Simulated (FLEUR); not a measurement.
# Se (P3_121) in FLEUR: further runs

The runs below take Se through equation of state, with PBEsol.

Program: FLEUR MaX-R8.1 (later development tree). These are calculated values, not measurements. Logs are shortened: lines on timing, memory, paths and dates and some standing lists are left out, and cuts for length are marked.

### 1 The crystal as given

The structure is trigonal, space group P3_121 (No. 152). Conventional cell: a = 4.366 Å, b = 4.366 Å, c = 4.954 Å, α = 90.00°, β = 90.00°, γ = 120.00°. Around Se (site symmetry 2) lie 2 Se at 2.37 Å.

### 2 Equation of state, PBEsol, 25.63 Å³/atom (volume scaled by 0.94)

Contents of inp.xml:

```xml
<?xml version="1.0" encoding="UTF-8" standalone="no"?>
<fleurInput fleurInputVersion="0.39">
   <comment>
      Se                                                                                                  
   </comment>
   <calculationSetup>
      <cutoffs Kmax="4.88" Gmax="15.1" GmaxXC="15.1" numbands="0"/>
      <scfLoop itmax="60" minDistance="0.00001" maxIterBroyd="15" imix="Anderson" alpha="0.05" precondParam="0.0" spinf="2.0" sdNocoIR="T"/>
      <coreElectrons ctail="T" frcor="F" kcrel="0" coretail_lmax="0"/>
      <xcFunctional name="PBEs" relativisticCorrections="F"/>
      <magnetism jspins="1"/>
      <soc l_soc="F" theta="0.0" phi="0.0" spav="F"/>
      <expertModes spex="0" secvar="F"/>
      <geometryOptimization l_f="F" forcealpha="1.0" forcemix="BFGS" epsdisp="0.0005" epsforce="0.0002"/>
      <ldaU l_linMix="F" mixParam="0.05" spinf="1.0"/>
   </calculationSetup>
   <cell>
      <bzIntegration valenceElectrons="48.0" mode="hist" fermiSmearingEnergy="0.00183747">
         <kPointListSelection listName="default-1"/>
         <!-- k-points included here -->
         <xi:include xmlns:xi="http://www.w3.org/2001/XInclude" href="kpts.xml"> </xi:include>
      </bzIntegration>
      <!-- symmetry operations included here -->
      <xi:include xmlns:xi="http://www.w3.org/2001/XInclude" href="sym.xml"> </xi:include>
      <bulkLattice scale="0.9795861087">
         <bravaisMatrix>
            <row-1>    8.2509222052285196     0.0000000000000000     0.0000000000000000</row-1>
            <row-2>   -4.1254611026142598     7.1455082343701859     0.0000000000000000</row-2>
            <row-3>    0.0000000000000000     0.0000000000000000     9.3609473308185596</row-3>
         </bravaisMatrix>
      </bulkLattice>
   </cell>
   <atomSpecies>
      <species name="Selenium (Se)" element="Se" atomicNumber="34">
         <mtSphere radius="2.01" gridPoints="687" logIncrement="0.018"/>
         <atomicCutoffs lmax="8" lnonsphr="8"/>
         <electronConfig flipSpins="F">
            <coreConfig>(1s1/2) (2s1/2) (2p1/2) (2p3/2) (3s1/2) (3p1/2) (3p3/2)</coreConfig>
            <valenceConfig>(3d3/2) (3d5/2) (4s1/2) (4p1/2) (4p3/2)</valenceConfig>
            <stateOccupation state="(4p1/2)" spinUp="0.666667" spinDown="0.666667"/>
            <stateOccupation state="(4p3/2)" spinUp="1.333333" spinDown="1.333333"/>
         </electronConfig>
         <energyParameters s="4" p="4" d="4" f="4"/>
         <lo type="SCLO" l="2" n="3" eDeriv="0"/>
         <lo type="SCLO" l="0" n="4" eDeriv="2"/>
         <lo type="SCLO" l="1" n="4" eDeriv="2"/>
         <lo type="SCLO" l="3" n="4" eDeriv="2"/>
      </species>
   </atomSpecies>
   <atomGroups>
      <atomGroup species="Selenium (Se)">
         <relPos label="                   1">-.2254000000 -.2254000000 .0000000000</relPos>
         <relPos label="                   2">.0000000000 .2254000000 -1.000/3.000</relPos>
         <relPos label="                   3">.2254000000 .0000000000 1.000/3.000</relPos>
         <force calculate="T" relaxXYZ="TTT"/>
      </atomGroup>
   </atomGroups>
   <output dos="F" band="F" slice="F">
      <checks vchk="F" cdinf="F"/>
      <bandDOS minEnergy="-.5*Htr" maxEnergy="0.5*Htr" sigma="0.015" storeEVData="T"/>
      <vacuumDOS vacdos="F" integ="F" star="F" nstars="0" locx1="0.0" locy1="0.0" locx2="0.0" locy2="0.0" nstm="0" tworkf="0.0"/>
      <unfoldingBand unfoldBand="F" supercellX="1" supercellY="1" supercellZ="1"/>
      <plotting iplot="0" polar="F">
         <plot TwoD="T" vec1="  1.0  0.0  0.0" vec2="  0.0  1.0  0.0" vec3="  0.0  0.0  1.0" zero="  0.0  0.0  0.0" file="plot"/>
      </plotting>
      <chargeDensitySlicing numkpt="0" minEigenval="0.0" maxEigenval="0.0" nnne="0" pallst="F"/>
      <specialOutput eonly="F"/>
      <moessbauerParams electricFieldGradient="T" isomerShift="T" coreHyperfine="T" valenceHyperfine="T"/>
      <magneticCircularDichroism mcd="F" energyLo="-10.0" energyUp="0.0"/>
   </output>
  <!-- We include the file relax.xml here to enable relaxations (see documentation) -->
  <xi:include xmlns:xi="http://www.w3.org/2001/XInclude" href="relax.xml"> <xi:fallback/> </xi:include>
</fleurInput>
```

Potentials or basis: all-electron, FLAPW.

On the command line:

```bash
$ inpgen -f crystal.txt -profile fastHighL
$ # inp.xml edited to the form shown
$ mpirun -n 4 fleur_MPI -pe_per_kpt 1
```

Standard output:

```text
Welcome to FLEUR        (www.flapw.de)
      MaX-Release 8.1          (www.max-centre.eu)

 ========== k-point set info ==========
 Selected k-point list: default-1
 k-point list type: mesh
 7 x 7 x 6
 Number of k points: 40

 ------------Calculation Setup---------------------------
 Number of MPI-tasks      :            4
 Number of PE/node        :            4
 Number of OMP-threads    :            1
 Using exactly            1  PE per kpt
 k-points in parallel     :            4
 pe's per k-point         :            1
 No of k-point loops      :           10
 Using exactly            1  PE per kpt
 Using exactly            1  PE per kpt
 Using exactly            1  PE per kpt
 Eigenvalue solver        :       lapack
 Number of basis functions:         1117
 Approximate size of matrices (H+S) per k-point:         0.037 GB
 --------------------------------------------------------
 Iteration:     1   Distance:       4.97279386 me/bohr^3
 Iteration:     2   Distance:       4.69488838 me/bohr^3
 Iteration:     3   Distance:       1.21368328 me/bohr^3
 Iteration:     4   Distance:       0.29203804 me/bohr^3
 Iteration:     5   Distance:       0.17992350 me/bohr^3
 Iteration:     6   Distance:       0.05641619 me/bohr^3
 Iteration:     7   Distance:       0.03581441 me/bohr^3
 Iteration:     8   Distance:       0.00676771 me/bohr^3
 Iteration:     9   Distance:       0.00098326 me/bohr^3
 Iteration:    10   Distance:       0.00064063 me/bohr^3
 Iteration:    11   Distance:       0.00010020 me/bohr^3
 Iteration:    12   Distance:       0.00006848 me/bohr^3
 Iteration:    13   Distance:       0.00000928 me/bohr^3

 ********************************************************************
 Run finished successfully
 Stop message:
   all done
 ********************************************************************
```

out.xml (last iteration):

```text
<iteration numberForCurrentRun="   13" overallNumber="   13">
         <energyParameters units="Htr">
            <atomicEP atomType="1" spin="1" branch="4s" branchLowest="-7.45" branchHighest="0.77" value="-0.3737092887"/>
            <atomicEP atomType="1" spin="1" branch="4p" branchLowest="-5.23" branchHighest="1.57" value="-0.0923758171"/>
            <atomicEP atomType="1" spin="1" branch="4d" branchLowest="-1.55" branchHighest="2.93" value="0.1294375946"/>
            <atomicEP atomType="1" spin="1" branch="4f" branchLowest="-9.99" branchHighest="3.83" value="0.2910480711"/>
            <loAtomicEP atomType="1" spin="1" branch="3d" branchLowest="-9.99" branchHighest="-1.55" value="-1.5698376843"/>
            <loAtomicEP atomType="1" spin="1" branch="4s" branchLowest="-7.45" branchHighest="0.77" value="-0.3737092887"/>
            <loAtomicEP atomType="1" spin="1" branch="4p" branchLowest="-5.23" branchHighest="1.57" value="-0.0942833362"/>
            <loAtomicEP atomType="1" spin="1" branch="4f" branchLowest="-9.99" branchHighest="3.83" value="0.2910524542"/>
         </energyParameters>
         <eigenvalues>
            <eigenvaluesAt spin="1" ikpt="1" k_x="0.00000000" k_y="0.00000000" k_z="0.00000000">
                      -1.5782085454       -1.5782085454       -1.5764904096       -1.5761909803       -1.5761909803
                      -1.5740533278       -1.5701621051       -1.5699476391       -1.5699476391       -1.5682276402
                      -1.5682276402       -1.5680851395       -1.5674261847       -1.5662439988       -1.5662439988
                      -0.4024410435       -0.2376363148       -0.2376363147        0.0497076295        0.0521153034
                       0.0521153034        0.1154585133        0.1154585133        0.1824934226        0.2715942109
                       0.2715942109        0.2787665734        0.4246703952        0.4284666842        0.4284666842
                       0.5047842359        0.5138932411        0.5183317111        0.5183317111        0.6082645532
                       0.6082645532        0.7247470834
            </eigenvaluesAt>
            <eigenvaluesAt spin="1" ikpt="2" k_x="0.00000000" k_y="0.00000000" k_z="0.16666667">
                      -1.5786500816       -1.5776834948       -1.5765178649       -1.5763512149       -1.5759534984
                      -1.5742078697       -1.5701545690       -1.5700248955       -1.5698666689       -1.5682744876
                      -1.5681793228       -1.5680870518       -1.5673474454       -1.5664108729       -1.5661296812
                      -0.3972274420       -0.2821607428       -0.1938167189        0.0367321511        0.0528246267
                       0.0613226730        0.1161591486        0.1262011108        0.1740736427        0.2607739054
                       0.2624563756        0.2686219154        0.4436034971        0.4457509658        0.4504250863
                       0.4670029220        0.4934502460        0.5269418676        0.5707732874        0.6040971434
                       0.6153348325        0.6803395383
            </eigenvaluesAt>
            <eigenvaluesAt spin="1" ikpt="3" k_x="0.00000000" k_y="0.00000000" k_z="0.33333333">
                      -1.5789393441       -1.5771848137       -1.5766176735       -1.5764484702       -1.5756075947
                      -1.5746147972       -1.5701405172       -1.5700837968       -1.5698056366       -1.5683136932
                      -1.5681415712       -1.5680978953       -1.5671443268       -1.5666309252       -1.5660644885
                      -0.3817585503       -0.3227865990       -0.1582288420        0.0182778504        0.0605118254
                       0.0670430088        0.1232711658        0.1441208908        0.1543562150        0.2438261036
                       0.2503355953        0.2517027286        0.4281854182        0.4495816929        0.4844395402
                       0.4951196695        0.5045116828        0.5344287424        0.5539997911        0.6392561069
                       0.6738770619        0.7507732599
            </eigenvaluesAt>
            <eigenvaluesAt spin="1" ikpt="4" k_x="0.00000000" k_y="0.00000000" k_z="0.50000000">
                      -1.5790425539       -1.5768280322       -1.5768280322       -1.5764869251       -1.5751348109
                      -1.5751348109       -1.5701243917       -1.5701243917       -1.5697835710       -1.5683338313
                      -1.5681158201       -1.5681158201       -1.5668894628       -1.5668894628       -1.5660447280
                      -0.3565896782       -0.3565896782       -0.1433452822        0.0089721384        0.0673083520
                       0.0673083520        0.1352127421        0.1352127421        0.1538399143        0.2406906009
                       0.2406906009        0.2455930235        0.4195606241        0.4573002484        0.4573002484
                       0.5038031500        0.5334927058        0.5334927058        0.6231191433        0.6707699356
                       0.6801786091        0.6801786092
            </eigenvaluesAt>
         </eigenvalues>
         <bandgap value="1.0756235322" units="eV"/>
         <sumValenceSingleParticleEnergies value="-47.9182946593" units="Htr"/>
         <FermiEnergy value="0.2011621651" units="Htr"/>
         <valenceDensity>
            <mtCharges spin="1">
               <mtCharge atomType="1" total="13.2309009" s="1.3593667" p="1.8422248" d="10.0213483" f="0.0068285"/>
            </mtCharges>
            <spinDependentCharge spin="1" total="48.0000000" interstitial="8.3072974" mtSpheres="39.6927026"/>
            <totalCharge value="48.0000000001"/>
         </valenceDensity>
         <coreStates atomType="     1" atomicNumber=" 34" spin="1" kinEnergy="   2277.8743687586" eigValSum="  -1390.0315637587" lostElectrons=" 0.000745">
            <state n="1" l="0" j="0.5" energy="-458.6633588024" weight="1.0000000000"/>
            <state n="2" l="0" j="0.5" energy="-58.6100908426" weight="1.0000000000"/>
            <state n="2" l="1" j="0.5" energy="-52.5531903700" weight="1.0000000000"/>
            <state n="2" l="1" j="1.5" energy="-51.0203560796" weight="2.0000000000"/>
            <state n="3" l="0" j="0.5" energy="-7.4477521654" weight="1.0000000000"/>
            <state n="3" l="1" j="0.5" energy="-5.3774187433" weight="1.0000000000"/>
            <state n="3" l="1" j="1.5" energy="-5.1616293982" weight="2.0000000000"/>
         </coreStates>
         <allElectronCharges>
            <spinDependentCharge spin="1" total="102.0000000" interstitial="8.3095286" mtSpheres="93.6904714"/>
            <totalCharge value="101.9999999905"/>
         </allElectronCharges>
         <moessbauerParams unitsHFF="kG" unitsIS="e/bohr^3" unitsEFG="Htr/bohr^2">
            <coreIsomerShift atomType="1" isTotal="39904.65980">
               <shell n="1" l="0" isomerShift="35630.72965"/>
               <shell n="2" l="0" isomerShift="3653.10693"/>
               <shell n="2" l="1" isomerShift="36.79627"/>
               <shell n="3" l="0" isomerShift="578.14797"/>
               <shell n="3" l="1" isomerShift="5.87898"/>
            </coreIsomerShift>
            <isomerShift atomType="1" nucleusRadius="0.0001013" averageDensity="39963.59945"/>
            <electricFieldGradient atomType="1" VXX="1.61228" VYY="3.47597" VZZ="-5.08825" asymParam="0.36627">
            </electricFieldGradient>
         </moessbauerParams>
         <totalEnergy                                    value="    -7285.7608290884" units="Htr">
            <sumOfEigenvalues                            value="    -4218.0129859353">
               <coreElectrons value="-4170.0946912760"/>
               <valenceElectrons value="-47.9182946593"/>
            </sumOfEigenvalues>
            <densityCoulombPotentialIntegral value="-11337.6378094019"/>
            <densityEffectivePotentialIntegral value="-11677.6178407240"/>
            <chargeDenXCDenIntegral value="-259.0920718924"/>
            <FockExchangeEnergyValence value="0.0000000000"/>
            <FockExchangeEnergyCore value="0.0000000000"/>
            <atomTypeDependentContributions atomType="1">
               <electronNucleiInteractionDifferentMTs value="8747.1548746088"/>
               <MadelungTerm value="-70.2998326748"/>
            </atomTypeDependentContributions>
            <tkbTimesEntropy value="0.0000000000"/>
            <freeEnergy value="-7285.7608290884"/>
            <extrapolationTo0K value="-7285.7608290884"/>
         </totalEnergy>
         <densityConvergence units="me/bohr^3">
            <chargeDensity spin="1" distance="0.0000092799"/>
         </densityConvergence>
      </iteration>
```

It took 1.8 min on 4 MPI ranks of Intel Xeon Platinum 8488C (Sapphire Rapids), shared host.

Results:

```yaml
Free_energy: -198255.6520 eV
Band_gap_on_the_k_mesh: 1.08 eV, indirect (least direct gap 1.52 eV)
Valence_electrons_inside_the_program's_atomic_spheres: Se 13.23 (radii Se 2.01 bohr)
```

Caveat: an odd mesh through Γ misses points on the zone boundary, where band edges often lie.

### 3 Equation of state, PBEsol, 26.17 Å³/atom (volume scaled by 0.96)

Changes to inp.xml since step 2:

```diff
@@ -24,3 +24,3 @@
       <xi:include xmlns:xi="http://www.w3.org/2001/XInclude" href="sym.xml"> </xi:include>
-      <bulkLattice scale="0.9795861087">
+      <bulkLattice scale="0.9864848297">
          <bravaisMatrix>
```

Potentials or basis: all-electron, FLAPW.

On the command line:

```bash
$ inpgen -f crystal.txt -profile fastHighL
$ # inp.xml edited to the form shown
$ mpirun -n 4 fleur_MPI -pe_per_kpt 1
```

Run time: 1.9 min. Hardware: 4 MPI ranks of Intel Xeon Platinum 8488C (Sapphire Rapids), shared host.

The run converged. Its results:

| Item | Value |
| --- | --- |
| Free energy | -198255.6872 eV |
| Band gap on the k mesh | 1.10 eV, indirect (least direct gap 1.50 eV) |
| Valence electrons inside the program's atomic spheres | Se 13.22 (radii Se 2.01 bohr) |

Caveat: an odd mesh through Γ misses points on the zone boundary, where band edges often lie.

### 4 Equation of state, PBEsol, 26.72 Å³/atom (volume scaled by 0.98)

Changes to inp.xml since step 3:

```diff
@@ -24,3 +24,3 @@
       <xi:include xmlns:xi="http://www.w3.org/2001/XInclude" href="sym.xml"> </xi:include>
-      <bulkLattice scale="0.9864848297">
+      <bulkLattice scale="0.9932883884">
          <bravaisMatrix>
```

On the command line:

```bash
$ inpgen -f crystal.txt -profile fastHighL
$ # inp.xml edited to the form shown
$ mpirun -n 4 fleur_MPI -pe_per_kpt 1
```

It took 2 min on 4 MPI ranks of Intel Xeon Platinum 8488C (Sapphire Rapids), shared host.

The run converged. Its results:

| Item | Value |
| --- | --- |
| Free energy | -198255.7080 eV |
| Band gap on the k mesh | 1.12 eV, indirect (least direct gap 1.47 eV) |
| Valence electrons inside the program's atomic spheres | Se 13.21 (radii Se 2.01 bohr) |

Caveat: an odd mesh through Γ misses points on the zone boundary, where band edges often lie.

### 5 Equation of state, PBEsol, 27.26 Å³/atom

Changes to inp.xml since step 4:

```diff
@@ -24,3 +24,3 @@
       <xi:include xmlns:xi="http://www.w3.org/2001/XInclude" href="sym.xml"> </xi:include>
-      <bulkLattice scale="0.9932883884">
+      <bulkLattice scale="1.0000000000">
          <bravaisMatrix>
```

On the command line:

```bash
$ inpgen -f crystal.txt -profile fastHighL
$ # inp.xml edited to the form shown
$ mpirun -n 4 fleur_MPI -pe_per_kpt 1
```

Wall time 2.1 min (4 MPI ranks of Intel Xeon Platinum 8488C (Sapphire Rapids), shared host).

It converged, with:

```
Free energy                                           : -198255.7157 eV
Band gap on the k mesh                                : 1.14 eV, indirect (least direct gap 1.44 eV)
Valence electrons inside the program's atomic spheres : Se 13.20 (radii Se 2.01 bohr)
```

Caveat: an odd mesh through Γ misses points on the zone boundary, where band edges often lie.

### 6 Equation of state, PBEsol, 27.81 Å³/atom (volume scaled by 1.02)

Changes to inp.xml since step 5:

```diff
@@ -24,3 +24,3 @@
       <xi:include xmlns:xi="http://www.w3.org/2001/XInclude" href="sym.xml"> </xi:include>
-      <bulkLattice scale="1.0000000000">
+      <bulkLattice scale="1.0066227096">
          <bravaisMatrix>
```

Potentials or basis: all-electron, FLAPW.

On the command line:

```bash
$ inpgen -f crystal.txt -profile fastHighL
$ # inp.xml edited to the form shown
$ mpirun -n 4 fleur_MPI -pe_per_kpt 1
```

Wall time 2 min (4 MPI ranks of Intel Xeon Platinum 8488C (Sapphire Rapids), shared host).

Results (log left out):

```
Free energy                                           : -198255.7117 eV
Band gap on the k mesh                                : 1.16 eV, indirect (least direct gap 1.42 eV)
Valence electrons inside the program's atomic spheres : Se 13.19 (radii Se 2.01 bohr)
```

Caveat: an odd mesh through Γ misses points on the zone boundary, where band edges often lie.

### 7 Equation of state, PBEsol, 28.35 Å³/atom (volume scaled by 1.04)

Changes to inp.xml since step 6:

```diff
@@ -24,3 +24,3 @@
       <xi:include xmlns:xi="http://www.w3.org/2001/XInclude" href="sym.xml"> </xi:include>
-      <bulkLattice scale="1.0066227096">
+      <bulkLattice scale="1.0131594038">
          <bravaisMatrix>
```

On the command line:

```bash
$ inpgen -f crystal.txt -profile fastHighL
$ # inp.xml edited to the form shown
$ mpirun -n 4 fleur_MPI -pe_per_kpt 1
```

It took 2.3 min on 4 MPI ranks of Intel Xeon Platinum 8488C (Sapphire Rapids), shared host.

It converged, with:

| Item | Value |
| --- | --- |
| Free energy | -198255.6974 eV |
| Band gap on the k mesh | 1.14 eV, indirect (least direct gap 1.39 eV) |
| Valence electrons inside the program's atomic spheres | Se 13.18 (radii Se 2.01 bohr) |

Caveat: an odd mesh through Γ misses points on the zone boundary, where band edges often lie.

### 8 Equation of state, PBEsol, 28.90 Å³/atom (volume scaled by 1.06)

Changes to inp.xml since step 7:

```diff
@@ -24,3 +24,3 @@
       <xi:include xmlns:xi="http://www.w3.org/2001/XInclude" href="sym.xml"> </xi:include>
-      <bulkLattice scale="1.0131594038">
+      <bulkLattice scale="1.0196128224">
          <bravaisMatrix>
```

On the command line:

```bash
$ inpgen -f crystal.txt -profile fastHighL
$ # inp.xml edited to the form shown
$ mpirun -n 4 fleur_MPI -pe_per_kpt 1
```

Run time: 2.5 min. Hardware: 4 MPI ranks of Intel Xeon Platinum 8488C (Sapphire Rapids), shared host.

It converged, with:

```yaml
Free_energy: -198255.6736 eV
Band_gap_on_the_k_mesh: 1.12 eV, indirect (least direct gap 1.37 eV)
Valence_electrons_inside_the_program's_atomic_spheres: Se 13.17 (radii Se 2.01 bohr)
```

Caveat: an odd mesh through Γ misses points on the zone boundary, where band edges often lie.

### 9 Equation of state, PBEsol

Potentials or basis: all-electron, FLAPW.

This step only gathers the single runs of the series.

What came out:

| Property | Result |
| --- | --- |
| Equilibrium volume | 27.34 Å³/atom |
| Bulk modulus at fixed shape and positions | 56 GPa |
| Pressure derivative of the bulk modulus | 4.4 |

Energy against volume, from the lowest point:
```tsv
volume (Å³/atom)	energy (meV/atom)
25.625	21.23
26.170	9.49
26.716	2.58
27.261	0.00
27.806	1.33
28.351	6.12
28.896	14.05
```

Caveat: the cell was scaled at fixed shape and fractional positions, which overstates the stiffness of a crystal with free parameters, most of all of layers and chains.
